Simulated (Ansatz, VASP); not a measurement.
## Sc in VASP and in Ansatz

Contents of INCAR:

```
SYSTEM = Sc
  PREC = Accurate
  ENCUT = 600
  EDIFF = 1E-6
  ISMEAR = 0
  SIGMA = 0.1
  LREAL = .False.
  LASPH = .True.
  NELM = 100
  ALGO = Fast
  ISIF = 3
  LWAVE = .False.
  LCHARG = .False.
  GGA = PS
  IBRION = 2
  NSW = 80
  EDIFFG = -0.05
```

Contents of KPOINTS:

```
regular mesh
0
Gamma
  8 8 8
  0 0 0
```

Contents of POSCAR:

```
Sc
1.0
    0.0000000000      2.1151509725      2.1151509725
    2.1151509725      0.0000000000      2.1151509725
    2.1151509725      2.1151509725      0.0000000000
Sc
1
Direct
    0.0000000000      0.0000000000      0.0000000000
```

Input for Ansatz:

```yaml
crystal:
  lattice:
    - [0.0, 2.1151509725, 2.1151509725]
    - [2.1151509725, 0.0, 2.1151509725]
    - [2.1151509725, 2.1151509725, 0.0]
  atoms:
    - { symbol: Sc, position: [0.0, 0.0, 0.0] }
basis:
  ecutwfc: 420
kpoints:
  mp_grid: { grid: [8, 8, 8] }
hamiltonian:
  xc: pbesol
scf:
  occupations: { method: gaussian, width: 0.1 }
output:
  forces: true
  stress: true
  eigenvalues: true
relax:
  adjacent_minimum: "off"
  f_tol: 0.05
  max_steps: 60
  cell: { stress_tol: 0.5 }
```

Alike in both runs: task relaxation of cell and atoms; functional PBEsol; k mesh 8 × 8 × 8; occupations gaussian, width 0.1 eV; no spin polarisation.

|  | VASP | Ansatz |
| --- | --- | --- |
| version | VASP 6.6.1 | Ansatz 0.2.0 |
| potentials or method | VASP PAW PBE potentials, release 64 (Sc_sv) | scalar-relativistic, plane waves, PAW |
| plane-wave cutoff (eV) | 600 | 420 |
| valence electrons in the cell | 11 | 11 |

Ansatz gave:

```
gap on the k mesh at the Fermi level, each at its own relaxed structure (eV) : none
relaxed volume (Å³/atom)                                                     : 23.48
relaxed cell length with the largest relative difference (Å)                 : 3.214
energy change over the relaxation (meV/atom)                                 : -202
```

Which values does VASP return?

gap on the k mesh at the Fermi level, each at its own relaxed structure (eV): none; relaxed volume (Å³/atom): 23.46; relaxed cell length with the largest relative difference (Å): 3.213; energy change over the relaxation (meV/atom): -204.

A gap of «none» marks a metal or a gap that the smearing closes.

Caveats: the volume moved by over 15 % at a fixed basis, so the end points are rough (VASP); the PAW data sets were made with another functional, which shifts forces and pressure a little (VASP). Zero-point motion and thermal expansion aren't in these numbers.
